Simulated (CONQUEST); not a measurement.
# BaTiO3 under changes of volume

One of the cells (12.856 Å³/atom); the others are scaled copies at fixed shape and fractional positions:

```xyz
5
Lattice="3.9998 0.0000 0.0000 0.0000 3.9998 0.0000 0.0000 0.0000 4.0180" Properties=species:S:1:pos:R:3 pbc="T T T"
Ba    0.0000    0.0000    0.0000
Ti    1.9999    1.9999    2.0492
O     1.9999    0.0000    1.9407
O     0.0000    1.9999    1.9407
O     1.9999    1.9999    3.9417
```

* Program: CONQUEST 1.3
* Functional: PBE
* Potentials or basis: PseudoDojo NC PBE, SZ, grid of 48 × 48 × 48 points
* k mesh: 7 × 7 × 7
* Occupations: fermi-dirac, width 0.05 eV
* Spin: no spin polarisation

```csv
volume (Å³/atom),energy over the lowest point (meV/atom),pressure (GPa),gap on the mesh (eV)
12.085,100.21,24.3,1.61
12.342,?,?,?
12.599,39.29,14.3,1.53
12.856,20.19,9.7,1.50
13.113,8.09,5.7,1.46
13.371,1.48,2.5,1.43
13.628,0.00,-0.8,1.40
```

Problem. What does the run at 12.342 Å³/atom give?

Solution. Energy over the lowest point 65.79 meV/atom; pressure 18.8 GPa; gap on the mesh 1.57 eV.

Worked out: A Birch-Murnaghan fit of order 3 (a polynomial in V^(-2/3)) to the other rows has its minimum at 13.58 Å³/atom with B0 = V·E''(V) = 151 GPa and B' = 5.7 at fixed shape and positions, which overstates the stiffness. It gives 65.50 meV/atom at 12.342 Å³/atom, against the run's 65.79, and -dE/dV = 18.9 GPa, against 18.8. A straight line through the other rows of the gap, of slope -1.75 eV per unit of ln V, gives 1.57 eV, against the run's 1.57.

Energies are extrapolated to zero smearing.

Caveats: the atomic basis is small; spin-orbit coupling is left out, which moves the levels of the heavy elements; an odd mesh through Γ misses points on the zone boundary, where band edges often lie; the basis of atomic orbitals isn't converged, which shifts pressures, moduli and gaps; the real-space grid is too coarse here: the forces don't sum to zero and aren't listed, and the energy moves when atoms move against the grid (some runs).
